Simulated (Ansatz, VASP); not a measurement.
# One calculation of C, two programs

```
CELL_PARAMETERS angstrom
1.22803 0.70900 3.43069
-1.22803 0.70900 3.43069
0.00000 -1.41800 3.43069
ATOMIC_POSITIONS crystal
C 0.16400 0.16400 0.16400
C 0.83600 0.83600 0.83600
```

Change from the starting cell: strain +0.000 along x and y, +0.025 along z, atoms carried along.

Alike in both runs: task single point; functional PBE; dispersion D3(BJ); k mesh 15 × 15 × 15; occupations gaussian, width 0.05 eV; no spin polarisation.

|  | VASP | Ansatz |
| --- | --- | --- |
| version | VASP 6.6.1 | Ansatz 0.2.0 |
| potentials or method | VASP PAW PBE potentials, release 64 (C) | scalar-relativistic, plane waves, PAW |
| plane-wave cutoff (eV) | 520 | 420 |
| valence electrons in the cell | 8 | 8 |

|  | VASP | Ansatz | Ansatz less VASP |
| --- | --- | --- | --- |
| gap on the k mesh at the Fermi level (eV) | 0.65 | 0.65 | -0.001 |
| least direct gap on the mesh (eV) | 0.65 | 0.65 | -0.001 |
| pressure (GPa) | 3.2 | 2.8 | -0.45 |
| largest component of the traceless stress (GPa) | 4.51 | 3.98 | -0.534 |
| rms of the force components (eV/Å) | 0.514 | 0.515 | +0.0016 |

Atom by atom the forces differ by 0.002 eV/Å (rms over components). With one functional, cell and mesh, what is left measures potentials, basis and numerics.

Caveats: an odd mesh through Γ misses points on the zone boundary, where band edges often lie.
